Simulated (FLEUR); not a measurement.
## free Co(001) film, 1 layer: parallel and opposed starts

Aim: find out whether free Co(001) film, 1 layer carries moments, and which collinear order costs least.

Program: FLEUR MaX-R8.1. Level of theory: LDA (VWN); all-electron FLAPW film, Dirac cores, scalar-relativistic bands. Results are calculated unless marked as measured.

## Step 1: Set-up

The cell holds 1 atom: 1 Co. Cell: a = 2.507 Å, b = 2.507 Å, c = 14.000 Å, α = 90.0°, β = 90.0°, γ = 90.0°. Layers at typed spacings, unrelaxed. Vacuum lies along c.

## Step 2: Run 1 (ferro +)

The parallel start is the test of whether parallel moments hold.

inpgen writes inp.xml from crystal.txt; cutoffs, mixing, functional, smearing and local orbitals are then set in the file. The k list default-1 (kpts.xml, not shown) is a Γ-centred 14×14×1 mesh; where the ranks do not divide the number of points, some are split in two of half the weight.

inp.xml

```
<?xml version="1.0" encoding="UTF-8" standalone="no"?>
<fleurInput fleurInputVersion="0.39">
   <comment>
      Co
   </comment>
   <calculationSetup>
      <cutoffs Kmax="3.64" Gmax="10.9" GmaxXC="10.9" numbands="0"/>
      <scfLoop itmax="120" minDistance="0.00002" maxIterBroyd="15" imix="Anderson" alpha="0.03" precondParam="0.0" spinf="2.0" sdNocoIR="T"/>
      <coreElectrons ctail="T" frcor="F" kcrel="1" coretail_lmax="0"/>
      <xcFunctional name="vwn" relativisticCorrections="F"/>
      <magnetism jspins="2"/>
      <soc l_soc="F" theta="0.0" phi="0.0" spav="F"/>
      <expertModes spex="0" secvar="F"/>
      <geometryOptimization l_f="F" forcealpha="1.0" forcemix="BFGS" epsdisp="0.00001" epsforce="0.00001"/>
      <ldaU l_linMix="F" mixParam="0.05" spinf="1.0"/>
   </calculationSetup>
   <cell>
      <bzIntegration valenceElectrons="17.0" mode="hist" fermiSmearingEnergy="0.00183747">
         <kPointListSelection listName="default-1"/>
         <xi:include xmlns:xi="http://www.w3.org/2001/XInclude" href="kpts.xml"> </xi:include>
      </bzIntegration>
      <xi:include xmlns:xi="http://www.w3.org/2001/XInclude" href="sym.xml"> </xi:include>
      <filmLattice scale="1.0" dVac="5.3" dTilda="7.8">
         <bravaisMatrixFilm>
            <row-1>    4.7369764765348199     0.0000000000000000</row-1>
            <row-2>    0.0000000000000000     4.7369764765348199</row-2>
         </bravaisMatrixFilm>
         <vacuumEnergyParameters vacuum="1" spinUp="-.25" spinDown="-.25"/>
      </filmLattice>
   </cell>
   <atomSpecies>
      <species name="Cobalt (Co2.000" element="Co" atomicNumber="27">
         <mtSphere radius="2.25" gridPoints="745" logIncrement="0.016"/>
         <atomicCutoffs lmax="8" lnonsphr="6"/>
         <electronConfig flipSpins="F">
            <coreConfig>(1s1/2) (2s1/2) (2p1/2) (2p3/2)</coreConfig>
            <valenceConfig>(3s1/2) (3p1/2) (3p3/2) (4s1/2) (3d3/2) (3d5/2)</valenceConfig>
            <stateOccupation state="(3d3/2)" spinUp="1.5" spinDown="1.3"/>
            <stateOccupation state="(3d5/2)" spinUp="3.0" spinDown="1.2"/>
         </electronConfig>
         <energyParameters s="4" p="4" d="3" f="4"/>
         <lo type="SCLO" l="0" n="3" eDeriv="0"/>
         <lo type="SCLO" l="1" n="3" eDeriv="0"/>
      </species>
   </atomSpecies>
   <atomGroups>
      <atomGroup species="Cobalt (Co2.000">
         <filmPos label="                   1">.0000000000 .0000000000 .0000000000</filmPos>
         <force calculate="T" relaxXYZ="TTT"/>
      </atomGroup>
   </atomGroups>
   <output dos="F" band="F" slice="F">
      <bandDOS minEnergy="-.5*Htr" maxEnergy="0.5*Htr" sigma="0.015" storeEVData="T"/>
      <plotting iplot="0" polar="F">
         <plot TwoD="T" vec1="  1.0  0.0  0.0" vec2="  0.0  1.0  0.0" vec3="  0.0  0.0  1.0" zero="  0.0  0.0 -0.5" file="plot"/>
      </plotting>
      <moessbauerParams electricFieldGradient="F" isomerShift="T" coreHyperfine="T" valenceHyperfine="T"/>
   </output>
</fleurInput>
```

crystal.txt

```
Co
&input film=T cartesian=F /
2.50670000000  0.00000000000  0.00000000000
0.00000000000  2.50670000000  0.00000000000
0.00000000000  0.00000000000  1.00000000000
1.8897261246
1.0 1.0 1.0

1
27 0.00000000000  0.00000000000  0.00000000000 : 2.000

&kpt div1=14 div2=14 div3=1 gamma=T /
```

The run is started by

```console
$ OMP_NUM_THREADS=1 inpgen -f crystal.txt > inpgen.log  # inp.xml is then edited as shown
$ OMP_NUM_THREADS=1 mpirun -n 4 fleur_MPI > fleur.log
```

The log of the run:

```text
Welcome to FLEUR        (www.flapw.de)
      MaX-Release 8.1          (www.max-centre.eu)

 ========== k-point set info ==========
 Selected k-point list: default-1
 k-point list type: mesh
 14 x 14 x 1
 Number of k points: 36

 ------------Calculation Setup---------------------------
 Number of MPI-tasks      :            4
 Number of PE/node        :            4
 Number of OMP-threads    :            1
 k-points in parallel     :            4
 pe's per k-point         :            1
 No of k-point loops      :            9
 Eigenvalue solver        :       lapack
 Number of basis functions:          156
 Approximate size of matrices (H+S) per k-point:         0.000 GB
 --------------------------------------------------------
 [... lines of the core solver left out ...]
 Iteration:     1   Distance:      16.68208541 me/bohr^3
 [... lines of the core solver left out ...]
 Iteration:     2   Distance:      14.19748876 me/bohr^3
 [... lines of the core solver left out ...]
 Iteration:     3   Distance:       7.35659133 me/bohr^3
 [... lines of the core solver left out ...]
 Iteration:     4   Distance:       6.98244268 me/bohr^3
 [... lines of the core solver left out ...]
 Iteration:     5   Distance:       2.94855774 me/bohr^3
 [... lines of the core solver left out ...]
 Iteration:     6   Distance:       3.30024488 me/bohr^3
 [... lines of the core solver left out ...]
 Iteration:     7   Distance:       1.31110830 me/bohr^3
 [... lines of the core solver left out ...]
 Iteration:     8   Distance:       1.06589214 me/bohr^3
 [... lines of the core solver left out ...]
 Iteration:     9   Distance:       0.17380114 me/bohr^3
 [... lines of the core solver left out ...]
 Iteration:    10   Distance:       0.17837985 me/bohr^3
 [... lines of the core solver left out ...]
 Iteration:    11   Distance:       0.03580363 me/bohr^3
 [... lines of the core solver left out ...]
 Iteration:    12   Distance:       0.02297989 me/bohr^3
 [... lines of the core solver left out ...]
 Iteration:    13   Distance:       0.00890098 me/bohr^3
 [... lines of the core solver left out ...]
[... rest left out ...]

--- out.xml (last complete iteration) ---
<iteration numberForCurrentRun="   21" overallNumber="   21">
         <energyParameters units="Htr">
            <atomicEP atomType="1" spin="1" branch="4s" branchLowest="-3.68" branchHighest="1.33" value="-0.2964048154"/>
            <atomicEP atomType="1" spin="1" branch="4p" branchLowest="-2.33" branchHighest="1.93" value="-0.1529758226"/>
            <atomicEP atomType="1" spin="1" branch="3d" branchLowest="-9.99" branchHighest="-0.15" value="-0.2703162054"/>
            <atomicEP atomType="1" spin="1" branch="4f" branchLowest="-9.99" branchHighest="3.13" value="0.1683475394"/>
            <loAtomicEP atomType="1" spin="1" branch="3s" branchLowest="-32.88" branchHighest="-3.68" value="-3.6862147300"/>
            <loAtomicEP atomType="1" spin="1" branch="3p" branchLowest="-28.18" branchHighest="-2.33" value="-2.3518675945"/>
            <vacuumEP vacuum="1" spin="1" vzIR="-0.2621688370" vzInf="-0.0000234857" value="-0.2500234857"/>
            <atomicEP atomType="1" spin="2" branch="4s" branchLowest="-3.60" branchHighest="1.38" value="-0.2829120738"/>
            <atomicEP atomType="1" spin="2" branch="4p" branchLowest="-2.25" branchHighest="1.98" value="-0.1426210933"/>
            <atomicEP atomType="1" spin="2" branch="3d" branchLowest="-9.99" branchHighest="-0.07" value="-0.2050572121"/>
            <atomicEP atomType="1" spin="2" branch="4f" branchLowest="-9.99" branchHighest="3.18" value="0.1764087410"/>
            <loAtomicEP atomType="1" spin="2" branch="3s" branchLowest="-32.84" branchHighest="-3.60" value="-3.6023938988"/>
            <loAtomicEP atomType="1" spin="2" branch="3p" branchLowest="-28.15" branchHighest="-2.25" value="-2.2705368335"/>
            <vacuumEP vacuum="1" spin="2" vzIR="-0.2631523213" vzInf="-0.0000234857" value="-0.2500234857"/>
         </energyParameters>
         <bandgap value="0.0377953778" units="eV"/>
         <sumValenceSingleParticleEnergies value="-23.4395249983" units="Htr"/>
         <FermiEnergy value="-0.1890530622" units="Htr"/>
         <valenceDensity>
            <mtCharges spin="1">
               <mtCharge atomType="1" total="8.8233046" s="1.1965198" p="3.0639878" d="4.5575457" f="0.0039004"/>
            </mtCharges>
            <mtCharges spin="2">
               <mtCharge atomType="1" total="6.7718295" s="1.1761545" p="3.0735322" d="2.5179132" f="0.0031629"/>
            </mtCharges>
            <spinDependentCharge spin="1" total="9.5117080" interstitial="0.5916494" mtSpheres="8.8233046" vacuum1="0.0483770"/>
            <spinDependentCharge spin="2" total="7.4882922" interstitial="0.6066115" mtSpheres="6.7718295" vacuum1="0.0549256"/>
            <totalCharge value="17.0000002321"/>
         </valenceDensity>
         <allElectronCharges>
            <spinDependentCharge spin="1" total="14.5117121" interstitial="0.5916494" mtSpheres="13.8233087" vacuum1="0.0483770"/>
            <spinDependentCharge spin="2" total="12.4882881" interstitial="0.6066115" mtSpheres="11.7718254" vacuum1="0.0549256"/>
            <totalCharge value="27.0000002324"/>
         </allElectronCharges>
         <magneticMomentsInMTSpheres units="muBohr">
            <globalMagMoment atomType="1" vec="0.00000   0.00000   2.05148"/>
            <localMagMoment atomType="1" vec="0.00000   0.00000   2.05148"/>
         </magneticMomentsInMTSpheres>
         <moessbauerParams unitsHFF="kG" unitsIS="e/bohr^3" unitsEFG="Htr/bohr^2">
            <coreHyperfineField atomType="1" hffTotal="-518.04009" isTotal="16980.16233">
               <shell n="1" l="0" hff="-19.28818" isomerShift="15498.62621"/>
               <shell n="2" l="0" hff="-500.55969" isomerShift="1472.72867"/>
               <shell n="2" l="1" hff="1.80778" isomerShift="8.80745"/>
            </coreHyperfineField>
            <isomerShift atomType="1" nucleusRadius="0.0000919" averageDensity="17203.44060"/>
         </moessbauerParams>
         <totalEnergy value="    -1391.0618394638" units="Htr">
            <sumOfEigenvalues value="     -814.7519200835">
               <coreElectrons value="-791.3123950852"/>
               <valenceElectrons value="-23.4395249983"/>
            </sumOfEigenvalues>
            <densityCoulombPotentialIntegral value="-2149.8021426216"/>
            <densityEffectivePotentialIntegral value="-2225.5412840230"/>
            <chargeDenXCDenIntegral value="-57.2131535299"/>
            <FockExchangeEnergyValence value="0.0000000000"/>
            <FockExchangeEnergyCore value="0.0000000000"/>
            <atomTypeDependentContributions atomType="1">
               <electronNucleiInteractionDifferentMTs value="1663.8547661715"/>
               <MadelungTerm value="-5.8822123911"/>
            </atomTypeDependentContributions>
            <tkbTimesEntropy value="0.0007086507"/>
            <freeEnergy value="-1391.0625481146"/>
            <extrapolationTo0K value="-1391.0621937892"/>
         </totalEnergy>
         <densityConvergence units="me/bohr^3">
            <chargeDensity spin="1" distance="0.0000068242"/>
            <chargeDensity spin="2" distance="0.0000100989"/>
            <overallChargeDensity distance="0.0000135030"/>
            <spinDensity distance="0.0000107138"/>
         </densityConvergence>
      </iteration>
```

It took 8.3 s on 4 MPI ranks of Arm Neoverse V2, shared host; peak memory 0.19 GiB.

This step gave:

```
free energy                                                       : -37852.7403 eV
program's band gap on this mesh (in a metal only a level spacing) : 0.03780 eV
magnetization                                                     : 2.023 μB
final state                                                       : ferromagnetic
largest moment                                                    : 2.051 μB
```

After 21 cycles the largest moment stands at 2.05 μB.

## Step 3: Run 2 (antiferro q=(1/2,1/2,0) +-)

An opposed order shows whether neighbours prefer unlike signs.

The cell is doubled to 2 atoms to hold this order. The mesh is halved along the doubled vector, so that both cells sample the same points. The k list default-1 (kpts.xml, not shown) is a Γ-centred 7×14×1 mesh.

Edit inp.xml of step 2 so:

```diff
@@ -17,3 +17,3 @@
    <cell>
-      <bzIntegration valenceElectrons="17.0" mode="hist" fermiSmearingEnergy="0.00183747">
+      <bzIntegration valenceElectrons="34.0" mode="hist" fermiSmearingEnergy="0.00183747">
          <kPointListSelection listName="default-1"/>
@@ -24,4 +24,4 @@
          <bravaisMatrixFilm>
-            <row-1>    4.7369764765348199     0.0000000000000000</row-1>
-            <row-2>    0.0000000000000000     4.7369764765348199</row-2>
+            <row-1>    9.4739529530696398     0.0000000000000000</row-1>
+            <row-2>    4.7369764765348199     4.7369764765348199</row-2>
          </bravaisMatrixFilm>
@@ -44,2 +44,15 @@
       </species>
+      <species name="Cobalt (Co-2.000" element="Co" atomicNumber="27">
+         <mtSphere radius="2.25" gridPoints="745" logIncrement="0.016"/>
+         <atomicCutoffs lmax="8" lnonsphr="6"/>
+         <electronConfig flipSpins="F">
+            <coreConfig>(1s1/2) (2s1/2) (2p1/2) (2p3/2)</coreConfig>
+            <valenceConfig>(3s1/2) (3p1/2) (3p3/2) (4s1/2) (3d3/2) (3d5/2)</valenceConfig>
+            <stateOccupation state="(3d3/2)" spinUp="1.3" spinDown="1.5"/>
+            <stateOccupation state="(3d5/2)" spinUp="1.2" spinDown="3.0"/>
+         </electronConfig>
+         <energyParameters s="4" p="4" d="3" f="4"/>
+         <lo type="SCLO" l="0" n="3" eDeriv="0"/>
+         <lo type="SCLO" l="1" n="3" eDeriv="0"/>
+      </species>
    </atomSpecies>
@@ -48,2 +61,6 @@
          <filmPos label="                   1">.0000000000 .0000000000 .0000000000</filmPos>
+         <force calculate="T" relaxXYZ="TTT"/>
+      </atomGroup>
+      <atomGroup species="Cobalt (Co-2.000">
+         <filmPos label="                   2">1.000/2.000 .0000000000 .0000000000</filmPos>
          <force calculate="T" relaxXYZ="TTT"/>
```

crystal.txt

```
Co
&input film=T cartesian=F /
5.01340000000  0.00000000000  0.00000000000
2.50670000000  2.50670000000  0.00000000000
0.00000000000  0.00000000000  1.00000000000
1.8897261246
1.0 1.0 1.0

2
27 0.00000000000  0.00000000000  0.00000000000 : 2.000
27 0.50000000000  0.00000000000  0.00000000000 : -2.000

&kpt div1=7 div2=14 div3=1 gamma=T /
```

The log of the run:

```text
[banner, memory and clock lines left out]
Welcome to FLEUR        (www.flapw.de)
      MaX-Release 8.1          (www.max-centre.eu)

 ========== k-point set info ==========
 Selected k-point list: default-1
 k-point list type: mesh
 7 x 14 x 1
 Number of k points: 32

 ------------Calculation Setup---------------------------
 Number of PE/node        :            4
 Number of OMP-threads    :            1
 k-points in parallel     :            4
 pe's per k-point         :            1
 No of k-point loops      :            8
 Eigenvalue solver        :       lapack
 Number of basis functions:          312
 Approximate size of matrices (H+S) per k-point:         0.001 GB
 [... lines of the core solver left out ...]
 Iteration:     1   Distance:      21.57724045 me/bohr^3
 [... lines of the core solver left out ...]
 Iteration:     2   Distance:      17.93003754 me/bohr^3
 [... lines of the core solver left out ...]
 Iteration:     3   Distance:       9.30746189 me/bohr^3
 [... lines of the core solver left out ...]
 Iteration:     4   Distance:       9.22034850 me/bohr^3
 [... lines of the core solver left out ...]
 Iteration:     5   Distance:       7.65852814 me/bohr^3
 [... lines of the core solver left out ...]
 Iteration:     6   Distance:       4.96472944 me/bohr^3
 [... lines of the core solver left out ...]
 Iteration:     7   Distance:       3.94296260 me/bohr^3
 [... lines of the core solver left out ...]
[... rest left out ...]

--- out.xml (last complete iteration) ---
<iteration numberForCurrentRun="   59" overallNumber="   59">
         [... left out ...]
         <bandgap value="0.0000016428" units="eV"/>
         <sumValenceSingleParticleEnergies value="-46.6269297236" units="Htr"/>
         <FermiEnergy value="-0.1916790913" units="Htr"/>
         <valenceDensity>
            <mtCharges spin="1">
               <mtCharge atomType="1" total="8.5306077" s="1.2083694" p="3.0717973" d="4.2458408" f="0.0035492"/>
               <mtCharge atomType="2" total="7.0779349" s="1.1618076" p="3.0628972" d="2.8478778" f="0.0039786"/>
            </mtCharges>
            <mtCharges spin="2">
               <mtCharge atomType="1" total="7.0779368" s="1.1618076" p="3.0628972" d="2.8478797" f="0.0039786"/>
               <mtCharge atomType="2" total="8.5306091" s="1.2083694" p="3.0717973" d="4.2458421" f="0.0035492"/>
            </mtCharges>
            <spinDependentCharge spin="1" total="16.9999985" interstitial="1.1890060" mtSpheres="15.6085426" vacuum1="0.1012250"/>
            <spinDependentCharge spin="2" total="17.0000020" interstitial="1.1890061" mtSpheres="15.6085459" vacuum1="0.1012250"/>
            <totalCharge value="34.0000004701"/>
         </valenceDensity>
         [... left out ...]
         <magneticMomentsInMTSpheres units="muBohr">
            <globalMagMoment atomType="1" vec="0.00000   0.00000   1.45268"/>
            <localMagMoment atomType="1" vec="0.00000   0.00000   1.45268"/>
            <globalMagMoment atomType="2" vec="0.00000   0.00000  -1.45268"/>
            <localMagMoment atomType="2" vec="0.00000   0.00000  -1.45268"/>
         </magneticMomentsInMTSpheres>
         [... left out ...]
         <totalEnergy value="    -2782.0842660650" units="Htr">
            <sumOfEigenvalues value="    -1629.1415730266">
               <coreElectrons value="-1582.5146433029"/>
               <valenceElectrons value="-46.6269297236"/>
            </sumOfEigenvalues>
            <densityCoulombPotentialIntegral value="-4299.2706830575"/>
            <densityEffectivePotentialIntegral value="-4450.7025438691"/>
            <chargeDenXCDenIntegral value="-114.3926066932"/>
            <FockExchangeEnergyValence value="0.0000000000"/>
            <FockExchangeEnergyCore value="0.0000000000"/>
         [... left out ...]
            <tkbTimesEntropy value="0.0057238331"/>
            <freeEnergy value="-2782.0899898981"/>
            <extrapolationTo0K value="-2782.0871279816"/>
         </totalEnergy>
         <densityConvergence units="me/bohr^3">
            <chargeDensity spin="1" distance="0.0000101680"/>
            <chargeDensity spin="2" distance="0.0000096599"/>
            <overallChargeDensity distance="0.0000120677"/>
            <spinDensity distance="0.0000157408"/>
         </densityConvergence>
      </iteration>
```

It took 57 s on 4 MPI ranks; peak memory 0.3 GiB; 3.8 min of CPU time.

This step gave:

```
free energy                                                       : -75704.5253 eV
program's band gap on this mesh (in a metal only a level spacing) : 1.64e-6 eV
magnetization                                                     : 0 μB
final state                                                       : antiferromagnetic
largest moment                                                    : 1.453 μB
```

It lies 478 meV a seeded atom over the first start, and its largest moment is 1.45 μB against 2.05 μB.

[end of part 1 of 2]

[Logs and program files are shortened in this print: banners, set-up blocks, solver, clock and traceback lines can be left out without a mark of their own.]

[Logs are printed without paths, hosts, clocks, repeated set-up lines and the standing remarks that a program may print on its own settings, such as how far it seeks lower states.]

[Hosts, paths, dates, database ids (printed as entryN), source tags and the programs' standing remarks are cut or masked in the printed files.]

[Where a cell is said to come from a database of computed structures, the database is the Materials Project.]
